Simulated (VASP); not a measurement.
# TiO2 from a squeezed to a stretched cell, part 2 of 2

How does TiO2 change with the volume? The starting structure is a measured crystal structure from the Crystallography Open Database. All runs use LDA. The equilibrium cell comes from relaxations that aren't shown. At each volume, shape and positions are relaxed as far as symmetry leaves them free.

VASP 6.6.1.

Results so far: the equilibrium volume 0.0 GPa; 0.96 of the equilibrium volume 10.9 GPa; 1.04 of the equilibrium volume -8.6 GPa.

## Step 5: Relaxation at 0.92 of the equilibrium volume

Level of this step: LDA; plane waves and PAW (Ti_sv, O) (VASP).

INCAR

```
SYSTEM = TiO2
PREC = Accurate
ENCUT = 560
EDIFF = 1E-07
NELM = 100
ISMEAR = 0
SIGMA = 0.03
LREAL = .FALSE.
ALGO = Normal
GGA = CA
NBANDS = 30
LASPH = .TRUE.
LORBIT = 11
LWAVE = .FALSE.
LCHARG = .FALSE.
KPAR = 8
IBRION = 2
NSW = 50
ISIF = 4
EDIFFG = -0.003
```

POSCAR

```
TiO2
1.0
    4.4288886956      0.0000000000      0.0000000000
    0.0000000000      4.4288886956      0.0000000000
    0.0000000000      0.0000000000      2.8422317185
Ti O
2 4
Direct
    0.0000000000      0.0000000000      0.0000000000
    0.5000000000      0.5000000000      0.5000000000
    0.3038531375      0.3038531375      0.0000000000
    0.1961468625      0.8038531375      0.5000000000
    0.6961468625      0.6961468625      0.0000000000
    0.8038531375      0.1961468625      0.5000000000
```

KPOINTS

```
Automatic mesh
0
Gamma
6 6 8
0 0 0
```

The projector-augmented-wave data sets are Ti_sv and O (LDA family, release 64).

Started as:

```bash
> mpirun -np 8 vasp_std
```

The log of the run:

```text
[... set-up lines as in an earlier step ...]
 entering main loop
       N       E                     dE             d eps       ncg     rms          rms(c)
DAV:   1     0.687096247579E+03    0.68710E+03   -0.25889E+04  3000   0.202E+03
DAV:   2     0.379895132594E+02   -0.64911E+03   -0.61770E+03  3182   0.582E+02
DAV:   3    -0.693882484270E+02   -0.10738E+03   -0.10413E+03  4622   0.211E+02
DAV:   4    -0.743392411963E+02   -0.49510E+01   -0.49450E+01  4012   0.453E+01
[...]
DAV:  14    -0.584046391545E+02    0.21291E-05   -0.40919E-05  3824   0.583E-02    0.102E-02
DAV:  15    -0.584046396937E+02   -0.53920E-06   -0.31123E-06  3702   0.137E-02    0.311E-03
DAV:  16    -0.584046396373E+02    0.56410E-07   -0.29636E-07  2704   0.542E-03
   1 F= -.58404640E+02 E0= -.58404640E+02  d E =-.584046E+02
[... from here on, the cycles between the ionic steps are left out ...]
   2 F= -.58419825E+02 E0= -.58419825E+02  d E =-.151857E-01
   3 F= -.58426504E+02 E0= -.58426504E+02  d E =-.218646E-01
   4 F= -.58426933E+02 E0= -.58426933E+02  d E =-.428689E-03
   5 F= -.58426954E+02 E0= -.58426954E+02  d E =-.449490E-03
   6 F= -.58426955E+02 E0= -.58426955E+02  d E =-.450952E-03
[...]
reached required accuracy - stopping structural energy minimisation
```

It took 19 s on 8 MPI ranks of Intel Xeon 6975P-C (Granite Rapids), shared host; peak memory 1.8 GiB.

OUTCAR, selected parts (step 5):

```text
  Total        8.5584853      8.5584853      8.5643231      0.0000000      0.0000000      0.0000000
  in kB      245.9565987    245.9565987    246.1243676      0.0000000      0.0000000      0.0000000
  external PRESSURE =     246.0125217 kB  Pullay stress =       0.0000000 kB

 POSITION                                       TOTAL-FORCE (eV/Angst)
 -----------------------------------------------------------------------------------
      0.00000      0.00000      0.00000         0.000000     -0.000000      0.000000
      2.20348      2.20348      1.43530         0.000000     -0.000000      0.000000
      1.33061      1.33061      0.00000        -0.001251     -0.001251      0.000000
      0.87287      3.53408      1.43530         0.001251     -0.001251      0.000000
      3.07635      3.07635      0.00000         0.001251      0.001251      0.000000
      3.53408      0.87287      1.43530        -0.001251      0.001251      0.000000
 -----------------------------------------------------------------------------------
    total drift:                                0.000000      0.000000      0.000000

  FREE ENERGIE OF THE ION-ELECTRON SYSTEM (eV)
  ---------------------------------------------------
  free  energy   TOTEN  =       -58.4269551447 eV

  energy  without entropy=      -58.4269551447  energy(sigma->0) =      -58.42695514

[... 2 parts as in an earlier step ...]

[... 2 further parts left out ...]
[key lines of the parts left out:]
E-fermi :   6.1374
```

0.92 of the equilibrium volume: 9.292 Å³ an atom and a pressure of 24.60 GPa, and 1.913 eV of gap on the mesh. The mode run on this cell, not shown, finds imaginary modes, so the symmetric cell is a saddle point here, unless the settings are too coarse. Further runs on this cell, not shown, give the modes B2g 924.9, A1g 711.1, B1u (1) 129.3 cm⁻¹.

## Step 6: Relaxation at 0.98 of the equilibrium volume

INCAR is that of step 5.

Changes to POSCAR since step 5:

```diff
@@ -2,5 +2,5 @@
 1.0
-    4.4288886956      0.0000000000      0.0000000000
-    0.0000000000      4.4288886956      0.0000000000
-    0.0000000000      0.0000000000      2.8422317185
+    4.5231485250      0.0000000000      0.0000000000
+    0.0000000000      4.5231485250      0.0000000000
+    0.0000000000      0.0000000000      2.9027228022
 Ti O
```

KPOINTS is that of step 5.

Started as:

```bash
> mpirun -np 8 vasp_std
```

The log of the run:

```text
[... set-up lines as in an earlier step ...]
 entering main loop
       N       E                     dE             d eps       ncg     rms          rms(c)
DAV:   1     0.684014020645E+03    0.68401E+03   -0.25870E+04  3000   0.200E+03
DAV:   2     0.419163834970E+02   -0.64210E+03   -0.61079E+03  3144   0.575E+02
DAV:   3    -0.701541999039E+02   -0.11207E+03   -0.10906E+03  4504   0.211E+02
DAV:   4    -0.751788763012E+02   -0.50247E+01   -0.50185E+01  4048   0.454E+01
[...]
DAV:  14    -0.587591094772E+02    0.18024E-05   -0.42847E-05  3638   0.542E-02    0.106E-02
DAV:  15    -0.587591099607E+02   -0.48341E-06   -0.34305E-06  3804   0.130E-02    0.234E-03
DAV:  16    -0.587591099315E+02    0.29180E-07   -0.27382E-07  2576   0.368E-03
   1 F= -.58759110E+02 E0= -.58759110E+02  d E =-.587591E+02
[...]
2 F= -.58760509E+02 E0= -.58760509E+02  d E =-.139913E-02
[...]
3 F= -.58760553E+02 E0= -.58760553E+02  d E =-.144295E-02
[...]
4 F= -.58760566E+02 E0= -.58760566E+02  d E =-.128230E-04
 trial-energy change:   -0.000013  1 .order   -0.000013   -0.000022   -0.000004
 step:   1.1606(harm=  1.1606)  dis= 0.00025  next Energy=   -58.760566 (dE=-0.132E-04)
 reached required accuracy - stopping structural energy minimisation
```

It took 14 s on 8 MPI ranks; peak memory 1.8 GiB; 1.8 min of CPU time.

From OUTCAR (step 6):

```text
  Total        1.9017272      1.9017272      1.9087625      0.0000000      0.0000000      0.0000000
  in kB       51.3063993     51.3063993     51.4962041      0.0000000      0.0000000      0.0000000
  external PRESSURE =      51.3696676 kB  Pullay stress =       0.0000000 kB

 POSITION                                       TOTAL-FORCE (eV/Angst)
 -----------------------------------------------------------------------------------
      0.00000      4.51720      0.00000         0.000000      0.000000      0.000000
      2.25860      2.25860      1.45519         0.000000      0.000000      0.000000
      1.36984      1.36984      0.00000         0.000990      0.000990     -0.000000
      0.88876      3.62844      1.45519        -0.000990      0.000990      0.000000
      3.14736      3.14736      2.91038        -0.000990     -0.000990      0.000000
      3.62844      0.88876      1.45519         0.000990     -0.000990      0.000000
 -----------------------------------------------------------------------------------
    total drift:                                0.000000      0.000000      0.000000

  FREE ENERGIE OF THE ION-ELECTRON SYSTEM (eV)
  ---------------------------------------------------
  free  energy   TOTEN  =       -58.7605657054 eV

  energy  without entropy=      -58.7605657054  energy(sigma->0) =      -58.76056571

[... 2 parts as in an earlier step ...]

[... 2 further parts left out ...]
[key lines of the parts left out:]
E-fermi :   5.4276
```

0.98 of the equilibrium volume: 9.898 Å³ an atom and a pressure of 5.14 GPa, and 1.830 eV of gap on the mesh. Further runs on this cell, not shown, give the modes B2g 842.2, A1g 633.9, B1u (1) 119.6 cm⁻¹.

## Step 7: Relaxation at 1.02 of the equilibrium volume

INCAR is that of step 6.

Changes to POSCAR since step 6:

```diff
@@ -2,5 +2,5 @@
 1.0
-    4.5231485250      0.0000000000      0.0000000000
-    0.0000000000      4.5231485250      0.0000000000
-    0.0000000000      0.0000000000      2.9027228022
+    4.5838691736      0.0000000000      0.0000000000
+    0.0000000000      4.5838691736      0.0000000000
+    0.0000000000      0.0000000000      2.9416901742
 Ti O
```

KPOINTS is that of step 6.

Started as:

```bash
> mpirun -np 8 vasp_std
```

The log of the run:

```text
[... set-up lines as in an earlier step ...]
 entering main loop
       N       E                     dE             d eps       ncg     rms          rms(c)
DAV:   1     0.677418711378E+03    0.67742E+03   -0.25790E+04  3008   0.198E+03
DAV:   2     0.349675072462E+02   -0.64245E+03   -0.61177E+03  3252   0.568E+02
DAV:   3    -0.707989353084E+02   -0.10577E+03   -0.10320E+03  4514   0.206E+02
DAV:   4    -0.755418975647E+02   -0.47430E+01   -0.47370E+01  4112   0.442E+01
[...]
DAV:  14    -0.587656702200E+02    0.69095E-06   -0.45446E-05  3816   0.570E-02    0.938E-03
DAV:  15    -0.587656707282E+02   -0.50823E-06   -0.51245E-06  3642   0.230E-02    0.261E-03
DAV:  16    -0.587656706516E+02    0.76618E-07   -0.24420E-07  2588   0.542E-03
   1 F= -.58765671E+02 E0= -.58765671E+02  d E =-.587657E+02
[...]
2 F= -.58767257E+02 E0= -.58767257E+02  d E =-.158609E-02
[...]
3 F= -.58767258E+02 E0= -.58767258E+02  d E =-.158734E-02
[...]
4 F= -.58767264E+02 E0= -.58767264E+02  d E =-.560020E-05
 trial-energy change:   -0.000006  1 .order   -0.000006   -0.000011   -0.000001
 step:   1.1092(harm=  1.1092)  dis= 0.00017  next Energy=   -58.767264 (dE=-0.583E-05)
 reached required accuracy - stopping structural energy minimisation
```

The job ended after 14 s (8 MPI ranks; peak memory 1.8 GiB).

Parts of OUTCAR (step 7):

```text
  Total       -1.7545099     -1.7545099     -1.7555866     -0.0000000      0.0000000      0.0000000
  in kB      -45.4783872    -45.4783872    -45.5062952     -0.0000000      0.0000000      0.0000000
  external PRESSURE =     -45.4876898 kB  Pullay stress =       0.0000000 kB

 POSITION                                       TOTAL-FORCE (eV/Angst)
 -----------------------------------------------------------------------------------
      0.00000      0.00000      0.00000         0.000000      0.000000      0.000000
      2.29524      2.29524      1.46661         0.000000      0.000000      0.000000
      1.39809      1.39809      0.00000        -0.000638     -0.000638     -0.000000
      0.89715      3.69333      1.46661         0.000638     -0.000638      0.000000
      3.19239      3.19239      0.00000         0.000638      0.000638      0.000000
      3.69333      0.89715      1.46661        -0.000638      0.000638      0.000000
 -----------------------------------------------------------------------------------
    total drift:                               -0.000000      0.000000      0.000000

  FREE ENERGIE OF THE ION-ELECTRON SYSTEM (eV)
  ---------------------------------------------------
  free  energy   TOTEN  =       -58.7672635889 eV

  energy  without entropy=      -58.7672635889  energy(sigma->0) =      -58.76726359

[... 2 parts as in an earlier step ...]

[... 2 further parts left out ...]
[key lines of the parts left out:]
E-fermi :   4.8725
```

1.02 of the equilibrium volume: 10.302 Å³ an atom and a pressure of -4.55 GPa, and 1.805 eV of gap on the mesh. Further runs on this cell, not shown, give the modes B2g 792.4, A1g 591.8, B1u (1) 90.6 cm⁻¹.

## Step 8: Relaxation at 0.9 of the equilibrium volume

INCAR is that of step 7.

Changes to POSCAR since step 7:

```diff
@@ -2,5 +2,5 @@
 1.0
-    4.5838691736      0.0000000000      0.0000000000
-    0.0000000000      4.5838691736      0.0000000000
-    0.0000000000      0.0000000000      2.9416901742
+    4.3965598884      0.0000000000      0.0000000000
+    0.0000000000      4.3965598884      0.0000000000
+    0.0000000000      0.0000000000      2.8214847619
 Ti O
```

KPOINTS is that of step 7.

Started as:

```bash
> mpirun -np 8 vasp_std
```

The log of the run:

```text
[... set-up lines as in an earlier step ...]
 entering main loop
       N       E                     dE             d eps       ncg     rms          rms(c)
DAV:   1     0.689395354085E+03    0.68940E+03   -0.25935E+04  3000   0.204E+03
DAV:   2     0.400670207588E+02   -0.64933E+03   -0.61669E+03  3142   0.582E+02
DAV:   3    -0.689736826642E+02   -0.10904E+03   -0.10522E+03  4570   0.212E+02
DAV:   4    -0.739395071430E+02   -0.49658E+01   -0.49591E+01  3976   0.452E+01
[...]
DAV:  14    -0.581733091285E+02    0.25452E-05   -0.39103E-05  4074   0.610E-02    0.947E-03
DAV:  15    -0.581733097726E+02   -0.64416E-06   -0.36182E-06  3578   0.170E-02    0.268E-03
DAV:  16    -0.581733097367E+02    0.35927E-07   -0.20408E-07  2412   0.455E-03
   1 F= -.58173310E+02 E0= -.58173310E+02  d E =-.581733E+02
[...]
2 F= -.58190447E+02 E0= -.58190447E+02  d E =-.171369E-01
[...]
3 F= -.58206920E+02 E0= -.58206920E+02  d E =-.336103E-01
[...]
4 F= -.58207765E+02 E0= -.58207765E+02  d E =-.845076E-03
[...]
5 F= -.58207815E+02 E0= -.58207815E+02  d E =-.894924E-03
[...]
6 F= -.58207815E+02 E0= -.58207815E+02  d E =-.430050E-06
 trial-energy change:   -0.000000  1 .order   -0.000000   -0.000002    0.000002
 step:   0.5465(harm=  0.5465)  dis= 0.00005  next Energy=   -58.207816 (dE=-0.690E-06)
 reached required accuracy - stopping structural energy minimisation
```

Run time: 20 s. Hardware: 8 MPI ranks; peak memory 1.8 GiB; 2.5 min of CPU time.

OUTCAR, selected parts (step 8):

```text
  Total       11.1195209     11.1195209     11.1095470      0.0000000      0.0000000      0.0000000
  in kB      326.6577475    326.6577475    326.3647429      0.0000000      0.0000000      0.0000000
  external PRESSURE =     326.5600793 kB  Pullay stress =       0.0000000 kB

 POSITION                                       TOTAL-FORCE (eV/Angst)
 -----------------------------------------------------------------------------------
      0.00000      0.00000      2.85633        -0.000000      0.000000      0.000000
      2.18483      2.18483      1.42817        -0.000000      0.000000      0.000000
      1.31793      1.31793      0.00000         0.001606      0.001606      0.000000
      0.86690      3.50276      1.42817        -0.001606      0.001606      0.000000
      3.05173      3.05173      2.85633        -0.001606     -0.001606     -0.000000
      3.50276      0.86690      1.42817         0.001606     -0.001606     -0.000000
 -----------------------------------------------------------------------------------
    total drift:                                0.000000      0.000000      0.000000

  FREE ENERGIE OF THE ION-ELECTRON SYSTEM (eV)
  ---------------------------------------------------
  free  energy   TOTEN  =       -58.2078153962 eV

  energy  without entropy=      -58.2078153962  energy(sigma->0) =      -58.20781540

[... 2 parts as in an earlier step ...]

[... 2 further parts left out ...]
[key lines of the parts left out:]
E-fermi :   6.3211
```

0.9 of the equilibrium volume: 9.090 Å³ an atom and a pressure of 32.66 GPa, and 1.949 eV of gap on the mesh. The mode run on this cell, not shown, finds imaginary modes, so the symmetric cell is a saddle point here, unless the settings are too coarse. Further runs on this cell, not shown, give the modes B2g 954.5, A1g 739.9, B1u (1) 125.6 cm⁻¹.

## Step 9: Relaxation at 1.06 of the equilibrium volume

INCAR is that of step 8.

Changes to POSCAR since step 8:

```diff
@@ -2,5 +2,5 @@
 1.0
-    4.3965598884      0.0000000000      0.0000000000
-    0.0000000000      4.3965598884      0.0000000000
-    0.0000000000      0.0000000000      2.8214847619
+    4.6430223969      0.0000000000      0.0000000000
+    0.0000000000      4.6430223969      0.0000000000
+    0.0000000000      0.0000000000      2.9796516538
 Ti O
```

KPOINTS is that of step 8.

Started as:

```bash
> mpirun -np 8 vasp_std
```

The log of the run:

```text
[... set-up lines as in an earlier step ...]
 entering main loop
       N       E                     dE             d eps       ncg     rms          rms(c)
DAV:   1     0.670970975517E+03    0.67097E+03   -0.25744E+04  3000   0.197E+03
DAV:   2     0.395579057924E+02   -0.63141E+03   -0.59866E+03  3176   0.563E+02
DAV:   3    -0.709956899953E+02   -0.11055E+03   -0.10721E+03  4428   0.208E+02
DAV:   4    -0.757325496929E+02   -0.47369E+01   -0.47296E+01  4130   0.444E+01
[...]
DAV:  14    -0.586285460918E+02   -0.57941E-06   -0.98002E-06  3634   0.265E-02    0.805E-03
DAV:  15    -0.586285456453E+02    0.44652E-06   -0.30807E-06  3904   0.190E-02    0.185E-03
DAV:  16    -0.586285456215E+02    0.23819E-07   -0.14863E-07  1990   0.419E-03
   1 F= -.58628546E+02 E0= -.58628546E+02  d E =-.586285E+02
[...]
2 F= -.58643117E+02 E0= -.58643117E+02  d E =-.145711E-01
[...]
3 F= -.58643751E+02 E0= -.58643751E+02  d E =-.152054E-01
[...]
4 F= -.58643745E+02 E0= -.58643745E+02  d E =-.151991E-01
[...]
5 F= -.58643762E+02 E0= -.58643762E+02  d E =-.172650E-04
 trial-energy change:   -0.000017  1 .order   -0.000017   -0.000033   -0.000001
 step:   1.0974(harm=  1.0974)  dis= 0.00047  next Energy=   -58.643762 (dE=-0.174E-04)
 reached required accuracy - stopping structural energy minimisation
```

Run time: 17 s. Hardware: 8 MPI ranks; peak memory 1.9 GiB.

OUTCAR, selected parts (step 9):

```text
  Total       -4.8368541     -4.8368541     -4.8372567     -0.0000000      0.0000000      0.0000000
  in kB     -120.6442197   -120.6442197   -120.6542617     -0.0000000      0.0000000      0.0000000
  external PRESSURE =    -120.6475670 kB  Pullay stress =       0.0000000 kB

 POSITION                                       TOTAL-FORCE (eV/Angst)
 -----------------------------------------------------------------------------------
      0.00000      0.00000      0.00000        -0.000000      0.000000      0.000000
      2.33251      2.33251      1.47581        -0.000000      0.000000      0.000000
      1.42878      1.42878      0.00000        -0.000345     -0.000345      0.000000
      0.90373      3.76129      1.47581         0.000345     -0.000345      0.000000
      3.23624      3.23624      2.95162         0.000345      0.000345     -0.000000
      3.76129      0.90373      1.47581        -0.000345      0.000345     -0.000000
 -----------------------------------------------------------------------------------
    total drift:                                0.000000      0.000000     -0.000000

  FREE ENERGIE OF THE ION-ELECTRON SYSTEM (eV)
  ---------------------------------------------------
  free  energy   TOTEN  =       -58.6437619541 eV

  energy  without entropy=      -58.6437619541  energy(sigma->0) =      -58.64376195

[... 2 parts as in an earlier step ...]

[... 2 further parts left out ...]
[key lines of the parts left out:]
E-fermi :   4.4696
```

1.06 of the equilibrium volume: 10.706 Å³ an atom and a pressure of -12.06 GPa, and 1.810 eV of gap on the mesh. The mode run on this cell, not shown, finds imaginary modes, so the symmetric cell is a saddle point here, unless the settings are too coarse. Further runs on this cell, not shown, give the modes B2g 746.8, A1g 557.8, B1u (1) -38.8 cm⁻¹.

## Step 10: Comparison

```csv
run,volume (Å³/atom),pressure (GPa),gap on the mesh (eV),B2g,A1g,B1u (1),core minutes
0.9 of the equilibrium volume,9.09,32.66,1.949,954.5,739.9,125.6,2.61
0.92 of the equilibrium volume,9.292,24.6,1.913,924.9,711.1,129.3,2.56
0.96 of the equilibrium volume,9.696,10.91,1.852,868.6,657.7,126.6,2.0
0.98 of the equilibrium volume,9.898,5.14,1.83,842.2,633.9,119.6,1.87
the equilibrium volume,10.1,0.02,1.814,816.8,611.9,108.0,0.88
1.02 of the equilibrium volume,10.302,-4.55,1.805,792.4,591.8,90.6,1.89
1.04 of the equilibrium volume,10.504,-8.58,1.802,769.0,573.4,60.8,2.21
1.06 of the equilibrium volume,10.706,-12.06,1.81,746.8,557.8,-38.8,2.24
```

Modes are in cm⁻¹ and matched by symmetry and order, imaginary ones as negative numbers. A number in brackets counts the listed modes of one symmetry from the lowest. The symmetry labels come from an automatic analysis and can be wrong where levels nearly coincide. Core minutes are wall time times ranks of the run shown, on a shared host.

## Step 11: What came out

```yaml
pressure_at_0p9_of_the_equilibrium_volume: 32.66 GPa
pressure_at_0p92_of_the_equilibrium_volume: 24.60 GPa
pressure_at_0p96_of_the_equilibrium_volume: 10.91 GPa
pressure_at_0p98_of_the_equilibrium_volume: 5.14 GPa
pressure_at_the_equilibrium_volume: 0.02 GPa
pressure_at_1p02_of_the_equilibrium_volume: -4.55 GPa
pressure_at_1p04_of_the_equilibrium_volume: -8.58 GPa
pressure_at_1p06_of_the_equilibrium_volume: -12.06 GPa
```

**Reading.** Between 0.9 of the equilibrium volume and 1.06 of the equilibrium volume the pressure on TiO2 goes from 32.7 to -12.1 GPa. The gap on the mesh doesn't change in one direction: 1.95, 1.91, 1.85, 1.83, 1.81, 1.80, 1.80, 1.81 eV. Semilocal functionals give gaps that are too small, spin-orbit coupling is left out, and the mesh may miss the true band edges, by more at some strains than at others. Where bands change their order, the gap's trend can turn. The B2g mode goes from 955 to 747 cm⁻¹, a mean mode Grüneisen parameter of 1.5. The A1g mode goes from 740 to 558 cm⁻¹, a mean mode Grüneisen parameter of 1.7. The B1u (1) mode goes from 126 to -39 cm⁻¹, but not steadily: 126, 129, 127, 120, 108, 91, 61, -39 cm⁻¹. The unshown mode runs find imaginary modes at 0.9 of the equilibrium volume, 0.92 of the equilibrium volume, 1.04 of the equilibrium volume and 1.06 of the equilibrium volume, so there the symmetric cell is a saddle point, unless the settings are too coarse. Other points of the zone weren't tested. The frequencies are harmonic, and the splitting of polar modes by their long-range field is left out. Further runs on this material are not shown.

[Lines on the potential files, build, host, timing and source positions are cut from VASP's logs without a mark.]

[Logs are printed without paths, hosts, clocks, repeated set-up lines and the standing remarks that a program may print on its own settings, such as how far it seeks lower states.]

[Hosts, paths, dates, database ids (printed as entryN), source tags and the programs' standing remarks are cut or masked in the printed files.]
